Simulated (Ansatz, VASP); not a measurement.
# W: VASP beside Ansatz

File INCAR:

```
PREC     = Accurate       # precision mode
ENCUT    = 520            # plane-wave cutoff, eV
EDIFF    = 1E-7           # SCF threshold, eV
ISMEAR   = -1             # smearing method
SIGMA    = 0.05           # smearing width, eV
LREAL    = False          # projectors in reciprocal space
LASPH    = True           # aspherical terms in the spheres
NELM     = 60             # most SCF steps
ALGO     = Normal         # electronic algorithm
ISIF     = 2              # what is computed and relaxed
LWAVE    = False          # write WAVECAR
LCHARG   = False          # write CHGCAR
GGA      = B5             # functional
ALDAX    = 1.0          
AGGAX    = 1.0          
AGGAC    = 1.0          
ALDAC    = 0.0          
IVDW     = 13             # dispersion correction
VDW_S6   = 1.0          
VDW_S8   = 2.34076671   
VDW_A1   = 0.44488865   
VDW_A2   = 4.0933009    
NBANDS   = 13             # bands
```

File KPOINTS:

```
Automatic mesh
0
Gamma
  12 12 12
```

The input POSCAR:

```
W
1.0
   -1.5609593379      1.5609593379      1.5609593379
    1.5609593379     -1.5609593379      1.5609593379
    1.5609593379      1.5609593379     -1.5609593379
W
1
Direct
    0.0000000000      0.0000000000      0.0000000000
```

Contents of input.yaml:

```yaml
crystal:
  lattice:
    - [-1.5609593379, 1.5609593379, 1.5609593379]
    - [1.5609593379, -1.5609593379, 1.5609593379]
    - [1.5609593379, 1.5609593379, -1.5609593379]
  atoms:
    - { symbol: W, position: [0.0, 0.0, 0.0] }
hamiltonian:
  xc: blyp
  pseudopotentials: { kind: paw }
  dispersion: d4
kpoints:
  mp_grid: { grid: [12, 12, 12] }
scf:
  occupations: { method: fermi_dirac, width: 0.05 }
output:
  forces: true
  stress: true
  eigenvalues: true
  write_density: true
  write_potential: true
  elf: true
  volumetric_format: npy
```

Alike in both runs: task single point; functional BLYP; dispersion D4; k mesh 12 × 12 × 12; occupations fermi-dirac, width 0.05 eV; no spin polarisation.

```csv
,VASP,Ansatz
version,VASP 6.6.1,Ansatz 0.2.0
potentials or method,"VASP PAW PBE potentials, release 64 (W_sv)",Ansatz PAW
plane-wave cutoff (eV),520,420
valence electrons in the cell,14,14
```

|  | VASP | Ansatz | Ansatz less VASP |
| --- | --- | --- | --- |
| gap on the k mesh at the Fermi level (eV) | none | none | - |
| pressure (GPa) | 17.9 | 15.7 | -2.22 |
| dispersion energy (meV/atom) | -1413.3 | -1413.2 | +0.04 |

A gap of «none» marks a metal or a gap that the smearing closes.

Caveats: pairwise dispersion overbinds metals, which lowers pressure and volume; so large a pressure means that the cell lies far from this level's equilibrium, or that cutoff or potentials fall short (VASP); the potentials were made for another functional, which shifts forces and pressure (VASP); the PAW data sets come from PBE, with cores solved anew for the run's functional, which leaves a small shift of forces and pressure (Ansatz). Spin-orbit coupling is left out, which matters for the levels of W.
